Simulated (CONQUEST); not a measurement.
# InP (F-43m) in CONQUEST: equation of state

How stiff is InP in PBEsol, and what volume does it want? The cell is scaled to several volumes.

All numbers are computed with CONQUEST 1.3; they aren't measurements. Logs are shortened: lines on timing, memory, paths and dates and some standing lists are left out, and cuts for length are marked.

**What was measured.**

A printed reference work, data compilation reports, for a bulk crystal of InP: bulk modulus 71 GPa.

The results are compared with them further down.

## (1) Starting point

The structure is cubic, space group F-43m (No. 216). The conventional cell has a = 5.861 Å, b = 5.861 Å, c = 5.861 Å, α = 90.00°, β = 90.00°, γ = 90.00°. Around In (site symmetry -43m) lie 4 P at 2.54 Å. P (site symmetry -43m) is surrounded by 4 In at 2.54 Å.

## (2) Equation of state, PBEsol, 23.66 Å³/atom (volume scaled by 0.94)

Contents of Conquest_input:

```
IO.Title InP
IO.Coordinates coords.dat
IO.FractionalAtomicCoords T
IO.Iprint 2
IO.Iprint_init 1
General.NumberOfSpecies 2
General.PseudopotentialType hamann
AtomMove.TypeOfRun static
AtomMove.FullStress T
Grid.PointsAlongX 40
Grid.PointsAlongY 40
Grid.PointsAlongZ 60
DM.SolutionMethod diagon
Diag.MPMesh T
Diag.GammaCentred T
Diag.MPMeshX 7
Diag.MPMeshY 7
Diag.MPMeshZ 5
Diag.kT 0.00183747
minE.SCTolerance 1e-6
SC.MaxIters 100
IO.AtomChargeOutput T
%block ChemicalSpeciesLabel
1 114.820 In
2 30.970 P
%endblock
```

Contents of coords.dat:

```
    7.6718165351     0.0000000000     0.0000000000
    0.0000000000     7.6718165351     0.0000000000
    0.0000000000     0.0000000000    10.8495869907
4
  0.0000000000   0.0000000000   0.0000000000 1 T T T
  0.5000000000   0.5000000000   0.5000000000 1 T T T
  0.0000000000   0.5000000000   0.2500000000 2 T T T
  0.5000000000   0.0000000000   0.7500000000 2 T T T
```

Potentials or basis: PseudoDojo NC PBEsol, DZP, grid of 40 × 40 × 60 points.

Started as:

```bash
> OMP_NUM_THREADS=1 Conquest
```

Output:

```text
Simulation cell dimensions:     7.6718 a0 x     7.6718 a0 x    10.8496 a0

      Atomic coordinates (a0)
         Atom         X         Y         Z  Species
            1    0.0000    0.0000    0.0000        1
            2    3.8359    3.8359    5.4248        1
            3    0.0000    3.8359    2.7124        2
            4    3.8359    0.0000    8.1372        2

         Monkhorst-Pack mesh:   7 x   7 x   5 gamma-centred
        This calculation includes non-local pseudopotentials,
         with a maximum core radius of      8.31263461

    Job title: InP
    Job to be run: static calculation

[... 5 lines left out ...]
      Using Fermi-Dirac smearing

    Integration grid size:     40 x   40 x   60

    Integration grid spacing:  0.192 a0 x 0.192 a0 x 0.181 a0

    Number of species:  2
    --------------------------------------------------------
    |   #  mass (au)  Charge (e)  SF Rad (a0)  NSF  Label  |
    --------------------------------------------------------
    |   1    114.820      13.000        8.631   18  In     |
    |   2     30.970       5.000        7.096   13  P      |
    --------------------------------------------------------
          SCF tolerance:                 0.00000100
          SCF iterations:               100

    LibXC version:  6. 2. 2
    Using the GGA functional Perdew, Burke & Ernzerhof SOL
    Using the GGA functional Perdew, Burke & Ernzerhof SOL

           radial cut-off to be used is taken to be max PAO cut-off radius for this species:    8.312635

           greatest ang. mom. for making density from PAOs:  2

           radial cut-off to be used is taken to be max PAO cut-off radius for this species:    6.725484

           greatest ang. mom. for making density from PAOs:  2
    Minimum blocs/proc is     1500. Maximum blocs/proc is     1500
    set_atom_dens: In set_atomic_density, electrons :      36.000000000000
 matrix_size & matrix_size_padH =           62          62

    Screened ion int: energy:    -110.852071568950 Ha

    new_SC_potl: Starting.  Tolerance:  0.10000E-05

    PulayMixSC: Starting Pulay mixing, A_up =  0.500 A_dn =  0.500
    PulayMixSC: Spin non-polarised calculation.
          Harris-Foulkes Energy            :      -146.465620649558559 Ha
          (TS=0 as O(N) or entropic contribution is negligible)
          DFT Total Energy                 :      -146.391276166620457 Ha
          Total number of electrons        :        36.000000000000064
    PulayMixSC: Pulay iteration     1 residual:              0.29815E-02
          Harris-Foulkes Energy            :      -146.431560588804984 Ha
          GroundState Energy (E-(1/2)TS)   :      -146.431560596598928 Ha
          Free Energy (E-TS)               :      -146.431560604392871 Ha
          DFT Total Energy                 :      -146.430260096780273 Ha
          Total number of electrons        :        36.000029650988033
    PulayMixSC: Pulay iteration     2 residual:              0.94626E-03
          Harris-Foulkes Energy            :      -146.430857077891517 Ha
          (TS=0 as O(N) or entropic contribution is negligible)
          DFT Total Energy                 :      -146.430761361799625 Ha
          Total number of electrons        :        36.000045561985075
    PulayMixSC: Pulay iteration     3 residual:              0.42979E-03
          Harris-Foulkes Energy            :      -146.430774613964559 Ha
          (TS=0 as O(N) or entropic contribution is negligible)
          DFT Total Energy                 :      -146.430772801462894 Ha
          Total number of electrons        :        36.000060319801342
    PulayMixSC: Pulay iteration     4 residual:              0.37275E-04
          Harris-Foulkes Energy            :      -146.430773534302915 Ha
          (TS=0 as O(N) or entropic contribution is negligible)
          DFT Total Energy                 :      -146.430773521663241 Ha
          Total number of electrons        :        36.000061215491520
    PulayMixSC: Pulay iteration     5 residual:              0.51115E-05
          Harris-Foulkes Energy            :      -146.430773532268717 Ha
          (TS=0 as O(N) or entropic contribution is negligible)
          DFT Total Energy                 :      -146.430773529758056 Ha
          Total number of electrons        :        36.000061303818477
    PulayMixSC: Pulay iteration     6 residual:              0.92933E-06
    PulayMixSC: Reached SCF tolerance of  0.92933E-06 after      6 iterations
      | Number of electrons      =        36.000061
      |* band energy as 2Tr[K.H] =       -20.197041842789734 Ha
      |  screened ion-ion energy =      -110.852071568949555 Ha
      |  Ha correction           =         0.806713450103304 Ha
      |  XC correction           =       -16.188384297534061 Ha
      |* Harris-Foulkes energy   =      -146.430773532268717 Ha
      |* DFT total energy        =      -146.430773529758056 Ha
      |  estimated accuracy      =        -0.000000002510660 Ha

    force: Forces on atoms (Ha/a0)
    force:  Atom   X              Y              Z
    force:     1  -0.0000000000  -0.0000000000   0.0000000000
    force:     2  -0.0000000000  -0.0000000000  -0.0000000000
    force:     3  -0.0000000000   0.0000000000   0.0000000000
    force:     4  -0.0000000000   0.0000000000   0.0000000000

    force: Maximum force :        0.00000000(Ha/a0) on atom         2 in z direction
    force: Force Residual:        0.00000000 Ha/a0
    force: Total stress:         -6.39684963     0.00000000    -0.00000000 GPa
                             0.00000000    -6.39684963     0.00000000
                             0.00000000     0.00000000    -6.45566904
    force: Average pressure:      6.41645610 GPa

    force: Finished force
    get_E_and_F: Change in energy during last step of electronic optimisation:  0.20342E-08

    BIBLIOGRAPHY: Please consider citing the following references in the conquest.bib file

    CONQUEST:         Bowler2002pt, Miyazaki2004, Nakata2020
    Basis:            Bowler2019
    DM:               Bowler:2006xr
    Pseudopotentials: Hamann2013, Bowler2019
    XC references from LibXC:
```

Wall time 46 s (1 thread of AMD EPYC 9R45 (Zen 5), shared host); peak memory 0.81 GiB.

What came out:

* Free energy: -3984.5843 eV
* Pressure: 6.4 GPa
* Band gap on the k mesh: 1.04 eV
* Mulliken charges: In +0.99; P -0.99 e

Caveat: Mulliken charges move with the basis; spin-orbit coupling is left out, which moves the levels of the heavy elements; an odd mesh through Γ misses points on the zone boundary, where band edges often lie; the basis of atomic orbitals isn't converged, which shifts pressures, moduli and gaps.

## (3) Equation of state, PBEsol, 24.16 Å³/atom (volume scaled by 0.96)

Conquest_input is that of step 2.

Contents of coords.dat:

```
    7.7258451921     0.0000000000     0.0000000000
    0.0000000000     7.7258451921     0.0000000000
    0.0000000000     0.0000000000    10.9259950504
4
  0.0000000000   0.0000000000   0.0000000000 1 T T T
  0.5000000000   0.5000000000   0.5000000000 1 T T T
  0.0000000000   0.5000000000   0.2500000000 2 T T T
  0.5000000000   0.0000000000   0.7500000000 2 T T T
```

Potentials or basis: PseudoDojo NC PBEsol, DZP, grid of 40 × 40 × 60 points.

Started as:

```bash
> OMP_NUM_THREADS=1 Conquest
```

Wall time 50 s (1 thread of AMD EPYC 9R45 (Zen 5), shared host); peak memory 0.79 GiB.

It converged, with:

| Property | Result |
| --- | --- |
| Free energy | -3984.6524 eV |
| Pressure | 4.5 GPa |
| Band gap on the k mesh | 0.91 eV |
| Mulliken charges | In +0.97; P -0.97 e |

Caveat: Mulliken charges move with the basis; spin-orbit coupling is left out, which moves the levels of the heavy elements; an odd mesh through Γ misses points on the zone boundary, where band edges often lie; the basis of atomic orbitals isn't converged, which shifts pressures, moduli and gaps.

## (4) Equation of state, PBEsol, 24.66 Å³/atom (volume scaled by 0.98)

Conquest_input is that of step 3.

Contents of coords.dat:

```
    7.7791285669     0.0000000000     0.0000000000
    0.0000000000     7.7791285669     0.0000000000
    0.0000000000     0.0000000000    11.0013491215
4
  0.0000000000   0.0000000000   0.0000000000 1 T T T
  0.5000000000   0.5000000000   0.5000000000 1 T T T
  0.0000000000   0.5000000000   0.2500000000 2 T T T
  0.5000000000   0.0000000000   0.7500000000 2 T T T
```

Started as:

```bash
> OMP_NUM_THREADS=1 Conquest
```

It took 46 s on 1 thread of AMD EPYC 9R45 (Zen 5), shared host; peak memory 0.76 GiB.

Results (log left out):

```yaml
Free_energy: -3984.6978 eV
Pressure: 2.8 GPa
Band_gap_on_the_k_mesh: 0.78 eV
Mulliken_charges: In +0.95; P -0.95 e
```

Caveat: Mulliken charges move with the basis; spin-orbit coupling is left out, which moves the levels of the heavy elements; an odd mesh through Γ misses points on the zone boundary, where band edges often lie; the basis of atomic orbitals isn't converged, which shifts pressures, moduli and gaps; the real-space grid breaks the cell's symmetry a little.

## (5) Equation of state, PBEsol, 25.17 Å³/atom

Conquest_input is that of step 4.

Contents of coords.dat:

```
    7.8316918409     0.0000000000     0.0000000000
    0.0000000000     7.8316918409     0.0000000000
    0.0000000000     0.0000000000    11.0756848164
4
  0.0000000000   0.0000000000   0.0000000000 1 T T T
  0.5000000000   0.5000000000   0.5000000000 1 T T T
  0.0000000000   0.5000000000   0.2500000000 2 T T T
  0.5000000000   0.0000000000   0.7500000000 2 T T T
```

Started as:

```bash
> OMP_NUM_THREADS=1 Conquest
```

It took 46 s on 1 thread of AMD EPYC 9R45 (Zen 5), shared host; peak memory 0.76 GiB.

The run converged. Its results:

```
Free energy            : -3984.7229 eV
Pressure               : 1.2 GPa
Band gap on the k mesh : 0.66 eV
Mulliken charges       : In +0.92; P -0.92 e
```

Caveat: Mulliken charges move with the basis; spin-orbit coupling is left out, which moves the levels of the heavy elements; an odd mesh through Γ misses points on the zone boundary, where band edges often lie; the basis of atomic orbitals isn't converged, which shifts pressures, moduli and gaps.

## (6) Equation of state, PBEsol, 25.67 Å³/atom (volume scaled by 1.02)

Conquest_input is that of step 5.

Contents of coords.dat:

```
    7.8835588613     0.0000000000     0.0000000000
    0.0000000000     7.8835588613     0.0000000000
    0.0000000000     0.0000000000    11.1490358601
4
  0.0000000000   0.0000000000   0.0000000000 1 T T T
  0.5000000000   0.5000000000   0.5000000000 1 T T T
  0.0000000000   0.5000000000   0.2500000000 2 T T T
  0.5000000000   0.0000000000   0.7500000000 2 T T T
```

Potentials or basis: PseudoDojo NC PBEsol, DZP, grid of 40 × 40 × 60 points.

Started as:

```bash
> OMP_NUM_THREADS=1 Conquest
```

It took 45 s on 1 thread of AMD EPYC 9R45 (Zen 5), shared host; peak memory 0.76 GiB.

It converged, with:

* Free energy: -3984.7294 eV
* Pressure: -0.2 GPa
* Band gap on the k mesh: 0.55 eV
* Mulliken charges: In +0.90; P -0.90 e

Caveat: Mulliken charges move with the basis; spin-orbit coupling is left out, which moves the levels of the heavy elements; an odd mesh through Γ misses points on the zone boundary, where band edges often lie; the basis of atomic orbitals isn't converged, which shifts pressures, moduli and gaps.

## (7) Equation of state, PBEsol, 26.17 Å³/atom (volume scaled by 1.04)

Conquest_input is that of step 6.

Contents of coords.dat:

```
    7.9347522365     0.0000000000     0.0000000000
    0.0000000000     7.9347522365     0.0000000000
    0.0000000000     0.0000000000    11.2214342255
4
  0.0000000000   0.0000000000   0.0000000000 1 T T T
  0.5000000000   0.5000000000   0.5000000000 1 T T T
  0.0000000000   0.5000000000   0.2500000000 2 T T T
  0.5000000000   0.0000000000   0.7500000000 2 T T T
```

Started as:

```bash
> OMP_NUM_THREADS=1 Conquest
```

Wall time 43 s (1 thread of AMD EPYC 9R45 (Zen 5), shared host); peak memory 0.71 GiB.

Results (log left out):

| Property | Result |
| --- | --- |
| Free energy | -3984.7191 eV |
| Pressure | -1.5 GPa |
| Band gap on the k mesh | 0.43 eV |
| Mulliken charges | In +0.88; P -0.88 e |

Caveat: Mulliken charges move with the basis; spin-orbit coupling is left out, which moves the levels of the heavy elements; an odd mesh through Γ misses points on the zone boundary, where band edges often lie; the basis of atomic orbitals isn't converged, which shifts pressures, moduli and gaps.

## (8) Equation of state, PBEsol, 26.68 Å³/atom (volume scaled by 1.06)

Conquest_input is that of step 7.

Contents of coords.dat:

```
    7.9852934222     0.0000000000     0.0000000000
    0.0000000000     7.9852934222     0.0000000000
    0.0000000000     0.0000000000    11.2929102559
4
  0.0000000000   0.0000000000   0.0000000000 1 T T T
  0.5000000000   0.5000000000   0.5000000000 1 T T T
  0.0000000000   0.5000000000   0.2500000000 2 T T T
  0.5000000000   0.0000000000   0.7500000000 2 T T T
```

Started as:

```bash
> OMP_NUM_THREADS=1 Conquest
```

Wall time 42 s (1 thread of AMD EPYC 9R45 (Zen 5), shared host); peak memory 0.71 GiB.

Results (log left out):

```yaml
Free_energy: -3984.6939 eV
Pressure: -2.5 GPa
Band_gap_on_the_k_mesh: 0.32 eV
Mulliken_charges: In +0.86; P -0.86 e
```

Caveat: Mulliken charges move with the basis; spin-orbit coupling is left out, which moves the levels of the heavy elements; an odd mesh through Γ misses points on the zone boundary, where band edges often lie; the basis of atomic orbitals isn't converged, which shifts pressures, moduli and gaps.

## (9) Equation of state, PBEsol

Potentials or basis: PseudoDojo NC PBEsol, DZP, grid of 40 × 40 × 60 points.

This step only gathers the single runs of the series.

Results:

- Equilibrium volume: 25.61 Å³/atom
- Bulk modulus: 68 GPa
- Pressure derivative of the bulk modulus: 4.1

Energy against volume, from the lowest point:
| volume (Å³/atom) | energy (meV/atom) |
| --- | --- |
| 23.657 | 36.26 |
| 24.160 | 19.24 |
| 24.663 | 7.90 |
| 25.167 | 1.63 |
| 25.670 | 0.00 |
| 26.173 | 2.56 |
| 26.677 | 8.86 |

Caveat: the DZP basis gives volumes some 2 % larger than converged bases do, and moduli off by several per cent; the basis of atomic orbitals isn't converged, which shifts pressures, moduli and gaps.

## (10) Against experiment

Step 9. A measured bulk modulus of InP is 71 GPa (a printed reference work, data compilation); the calculated 68 GPa misses it by -3.7 %. The fit is for a static lattice scaled at fixed shape and fixed fractional positions.
